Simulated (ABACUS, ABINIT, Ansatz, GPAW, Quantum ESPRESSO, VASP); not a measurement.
# MnS: 6 runs at one level of theory

```xyz
2
Lattice="0.0000 2.6045 2.6045 2.6045 0.0000 2.6045 2.6045 2.6045 0.0000" Properties=species:S:1:pos:R:3 pbc="T T T"
Mn   -0.0243   -0.0200    0.0149
S     2.6020    2.5893    2.6505
```

Atoms were shifted at random by some hundredths of an Å from the given cell, which wasn't relaxed again for these runs.

Alike in all runs: task single point; functional PBE; k mesh 9 × 9 × 9; occupations fermi-dirac, width 0.05 eV; collinear spin, ferromagnetic start; no spin-orbit coupling. Pressure is positive in compression and, in plane waves, holds the error of the finite cutoff.

```csv
program and potentials,plane-wave cutoff (eV),notes,pressure (GPa),net moment per atom (μB),largest force (eV/Å),energy over the undisturbed cell (meV/atom)
"Ansatz, all-electron LAPW, scalar-relativistic",-,-,-2.82,2.36,0.094,-
"ABINIT, JTH PAW PBE v2.0",707,10.5 valence electrons an atom on average,-2.70,2.36,0.098,-
"Quantum ESPRESSO, SSSP 1.3 efficiency PBE",884,10.5 valence electrons an atom on average,-2.71,2.36,0.095,0.91
"ABACUS, PseudoDojo NC SR 0.4.1 PBE standard, plane waves",1320,10.5 valence electrons an atom on average,-1.99,2.38,0.096,0.92
"GPAW, GPAW PAW data sets (gpaw-data 1.2.1)",600,10.5 valence electrons an atom on average,-2.93,2.35,0.097,-
"VASP, PBE PAW files Mn_pv, S, 520 eV",520,9.5 valence electrons an atom on average,-2.84,2.36,0.095,-
```

Force on atom 2 (S), eV/Å:

```json
{"program and potentials": "Ansatz, all-electron LAPW, scalar-relativistic", "x": "-0.054", "y": "-0.012", "z": "-0.077"}
{"program and potentials": "ABINIT, JTH PAW PBE v2.0", "x": "-0.054", "y": "-0.014", "z": "-0.080"}
{"program and potentials": "Quantum ESPRESSO, SSSP 1.3 efficiency PBE", "x": "-0.054", "y": "-0.012", "z": "-0.077"}
{"program and potentials": "ABACUS, PseudoDojo NC SR 0.4.1 PBE standard, plane waves", "x": "-0.055", "y": "-0.012", "z": "-0.078"}
{"program and potentials": "GPAW, GPAW PAW data sets (gpaw-data 1.2.1)", "x": "-0.055", "y": "-0.012", "z": "-0.079"}
{"program and potentials": "VASP, PBE PAW files Mn_pv, S, 520 eV", "x": "-0.054", "y": "-0.012", "z": "-0.077"}
```

The pressure spans -2.93 (GPAW, GPAW PAW data sets (gpaw-data 1.2.1)) to -1.99 GPa (ABACUS, PseudoDojo NC SR 0.4.1 PBE standard, plane waves), with all-electron results at -2.82. The net moment per atom spans 2.35 (GPAW, GPAW PAW data sets (gpaw-data 1.2.1)) to 2.38 μB (ABACUS, PseudoDojo NC SR 0.4.1 PBE standard, plane waves), with all-electron results at 2.36. The state is the one that the start led to, which needn't be the lowest.

The functional is the same throughout but for its coding, so the spread measures potentials, basis and numerics; runs on potential files found faulty are left out.
